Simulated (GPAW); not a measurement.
A run of GPAW 26.7.0 is set up as follows.

Contents of run.py:

```python
from ase import Atoms
from ase.dft.bandgap import bandgap
from ase.io import write
from ase.units import GPa
from gpaw import GPAW, PW, setup_paths

setup_paths.insert(0, '.')

atoms = Atoms(['As', 'B'],
              cell=[[0.0, 2.3885, 2.3885],
                    [2.3885, 0.0, 2.3885],
                    [2.3885, 2.3885, 0.0]],
              scaled_positions=[[0.749623, 0.749586, 0.731697],
                                [0.003312, -0.022267, -0.014858]],
              pbc=True)

calc = GPAW(mode=PW(800),
            xc='PBEsol',
            kpts={'size': (10, 10, 10), 'gamma': True},
            occupations={'name': 'fermi-dirac', 'width': 0.05},
            nbands=11,
            convergence={'density': 1e-05, 'energy': 1e-05},
            maxiter=150,
            txt='gpaw.txt')
atoms.calc = calc
energy = atoms.get_potential_energy()
forces = atoms.get_forces()
stress = atoms.get_stress()
calc.write('gs.gpw')
write('result.traj', atoms)
print(f'Energy: {energy:.6f} eV')
print('Forces (eV/A):')
print(forces.round(4))
print('Stress (GPa):', (stress / GPa).round(3))
print('Fermi level:', round(calc.get_fermi_level(), 4), 'eV')
print(f'Gap: {bandgap(calc)[0]:.4f} eV, direct: {bandgap(calc, direct=True)[0]:.4f} eV')
```

Potentials or basis: PAW data sets generated in the run's folder for this functional, pw.

Launch:

```console
$ gpaw-setup -f PBEsol As B
$ OMP_NUM_THREADS=1 python run.py
```

What does it give for the band gap on the k mesh?

0.55 eV, indirect (least direct gap 2.37 eV).

Estimate the pressure.

0.0 GPa.

Estimate the largest force.

1.001 eV/Å.

Stress tensor (GPa, compression positive):
```
-0.07  1.82 -0.46
 1.82  0.08  1.84
-0.46  1.84 -0.07
```

A k mesh can miss the band edges.
